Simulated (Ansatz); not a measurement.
## Molecular dynamics of Ca2HF4

Input:

```yaml
accuracy: low
crystal:
  lattice:
    - [5.4631, 0.0, 0.0]
    - [0.0, 5.4631, 0.0]
    - [0.0, 0.0, 19.097325]
  atoms:
    - { symbol: Ca, position: [0.0, 0.0, 0.0523634] }
    - { symbol: F, position: [0.25, 0.75, 0.266913] }
    - { symbol: F, position: [0.25, 0.25, 0.266913] }
    - { symbol: Ca, position: [0.0, 0.5, 0.1953965] }
    - { symbol: F, position: [0.25, 0.25, 0.1238799] }
    - { symbol: F, position: [0.25, 0.75, 0.1238799] }
    - { symbol: Ca, position: [0.5, 0.0, 0.1953965] }
    - { symbol: F, position: [0.75, 0.75, 0.1238799] }
    - { symbol: F, position: [0.75, 0.25, 0.1238799] }
    - { symbol: Ca, position: [0.5, 0.5, 0.0523634] }
    - { symbol: F, position: [0.75, 0.25, 0.266913] }
    - { symbol: F, position: [0.75, 0.75, 0.266913] }
    - { symbol: H, position: [0.0243461, 0.258381, 0.452033] }
    - { symbol: H, position: [-0.1051227, 0.1981909, 0.452033] }
basis:
  ecutwfc: 420.0
kpoints:
  mp_grid: { grid: [2, 2, 1] }
hamiltonian:
  xc: lda
  pseudopotentials: { kind: paw, azcp: { folder: soft_1 } }
scf:
  occupations: { method: fermi_dirac, width: 0.02 }
  lower_state_search: "off"
md:
  timestep: 0.75
  n_steps: 250
  ensemble: nve
  initial_velocities: zero
  seed: 284018
  initial_site_velocities:
    - { site: 12, velocity: [0.149647, 0.0, -0.411151] }
    - { site: 13, velocity: [0.149647, 0.0, -0.411151] }
  constraints: [{ sites: [0, 9] }]
```

Run as:

```bash
$ ansatz run input.yaml --threads 1 --pin off --max-ram 3072MiB --backend cpu --events-out ev --progress --plain --runs-dir out
```

It starts from an unrelaxed structure (largest force component 3.86 eV/Å).

Output, in part (step lines):

```
md step     0: t =     0.00 fs  T = 12893.9 K  F+E_penalty+E_count = -13482.76081503 eV  E_kin = 20.000023 eV  conserved = -13462.76079222 eV  (38 SCF iters)
md step     1: t =     0.75 fs  T = 12903.4 K  F+E_penalty+E_count = -13482.77545497 eV  E_kin = 20.014689 eV  conserved = -13462.76076581 eV  (14 SCF iters)
md step     2: t =     1.50 fs  T = 12922.9 K  F+E_penalty+E_count = -13482.80597807 eV  E_kin = 20.045022 eV  conserved = -13462.76095625 eV  (16 SCF iters)
md step     3: t =     2.25 fs  T = 12950.5 K  F+E_penalty+E_count = -13482.84930525 eV  E_kin = 20.087750 eV  conserved = -13462.76155570 eV  (21 SCF iters)
md step     4: t =     3.00 fs  T = 12981.2 K  F+E_penalty+E_count = -13482.89802593 eV  E_kin = 20.135465 eV  conserved = -13462.76256094 eV  (23 SCF iters)
md step     5: t =     3.75 fs  T = 13010.5 K  F+E_penalty+E_count = -13482.94291044 eV  E_kin = 20.180890 eV  conserved = -13462.76202041 eV  (26 SCF iters)
md step     6: t =     4.50 fs  T = 13051.4 K  F+E_penalty+E_count = -13483.00085894 eV  E_kin = 20.244342 eV  conserved = -13462.75651710 eV  (32 SCF iters)
md step     7: t =     5.25 fs  T = 13107.1 K  F+E_penalty+E_count = -13483.10001388 eV  E_kin = 20.330609 eV  conserved = -13462.76940459 eV  (25 SCF iters)
[... lines left out ...]
md step   250: t =   187.50 fs  T = 13873.0 K  F+E_penalty+E_count = -13476.90335820 eV  E_kin = 21.518744 eV  conserved = -13455.38461455 eV  (64 SCF iters)
```

The steps, from the saved trajectory:

```
time (fs)  T (K)  potential energy less start (eV)  conserved less start (meV/atom)
      0.0  12894                             0.000                             0.00
      6.0  13052                            -0.312                            -4.75
     12.0  16447                             2.348                           561.39
     18.0  15087                             4.443                           560.32
     24.0  16774                             1.800                           558.46
     30.0  17463                             0.761                           560.56
     36.0  16021                             2.920                           555.05
     42.0  16800                             1.652                           550.80
     48.0  14056                             4.972                           483.86
     54.0  16908                             0.754                           498.56
     60.0  17014                             0.529                           494.23
     66.0  16420                             1.508                           498.45
     72.0  15979                             2.195                           498.54
     78.0  16223                             1.816                           498.61
     84.0  14395                             4.763                           506.55
     90.0  11184                             9.697                           503.15
     96.0  13599                             6.348                           531.51
    102.0  12378                             8.248                           532.00
    108.0  12863                             7.484                           531.12
    114.0  13414                             6.642                           532.07
    120.0  14036                             5.677                           532.03
    126.0  11104                            10.569                           556.58
    132.0  13909                             5.706                           520.02
    138.0  15144                             3.851                           524.34
    144.0  12635                             7.861                           532.73
    150.0  15358                             3.556                           527.05
    156.0  13706                             6.142                           528.66
    162.0  15408                             3.443                           524.50
    168.0  12307                             8.281                           526.48
    174.0  13500                             6.435                           526.80
    180.0  14394                             5.044                           526.44
    186.0  14015                             5.636                           526.76
```

The run went to its last step. The conserved energy changed by up to 610 meV per atom, so the integration failed, and the later frames carry no physical meaning.

Mean squared displacements from the first frame to the last: Ca 0.74 Å², F 7.86 Å², H 1142.54 Å².

Last frame:

```xyz
14
Lattice="5.4631 0.0000 0.0000 0.0000 5.4631 0.0000 0.0000 0.0000 19.0973" Properties=species:S:1:pos:R:3
Ca 0.000 0.000 1.000
F 1.556 3.497 6.241
F 2.076 1.438 3.029
Ca -0.565 2.210 4.202
F 2.142 1.053 -4.008
F 0.735 3.753 1.962
Ca 2.007 -0.321 4.959
F 3.925 4.434 0.000
F 4.591 1.503 2.115
Ca 2.732 2.732 1.000
F 6.093 1.295 5.729
F 4.083 4.986 3.315
H -17.599 8.550 46.228
H 18.316 8.887 18.043
```

Run time: 51 min on 1 thread of Arm Neoverse V1, with other jobs on the host, peak memory 0.77 GiB.
